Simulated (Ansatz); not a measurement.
A trial cell of C, before relaxation:

```yaml
crystal:
  lattice:
    - [-1.26370, 1.26370, 4.37760]
    - [1.26370, -1.26370, 4.37760]
    - [1.26370, 1.26370, -4.37760]
  atoms:
    - { symbol: C, position: [0.08333, 0.08333, 0.00000] }
    - { symbol: C, position: [0.83333, 0.33333, 0.50000] }
    - { symbol: C, position: [0.91667, 0.91667, 0.00000] }
    - { symbol: C, position: [0.66667, 0.16667, 0.50000] }
```

Theory: DFT PBE, scalar-relativistic, plane waves, PAW (Ansatz 0.2.0). Cutoff 420 eV, Gaussian smearing, Γ-centred meshes. Cell and atoms relax first on a coarse mesh and then on a finer one. In between, the cell is made exact in the group found at 0.06 Å. In metals the finer mesh still leaves noise of several meV/atom or more. The steps can't lower the symmetry of their start. No spin polarisation in the relaxation; trial moments died out in a coarse test.

A guess keeps its type if space group and coordination stay and the shape of the cell changes little (axis ratios within about 15 %, angles within 6°); the volume may change.

Task: Does this structure survive the relaxation?

Result: It keeps its type. The symmetry stays I4_1/amd (No. 141). The volume per atom stays near 7.0 Å³. The shortest distance goes from 1.46 Å (C–C) to 1.44 Å (C–C). The ratio c/a of the conventional cell changes by a factor of 0.98. Counting neighbours within 15 % of an atom's shortest distance, the start has C 3 and the end C 3.

The last run used a 26×26×26 mesh for its 4-atom cell and Gaussian smearing of 0.10 eV. A later test with randomly moved atoms came back to the same energy, though modes that don't fit the test's cell weren't probed.
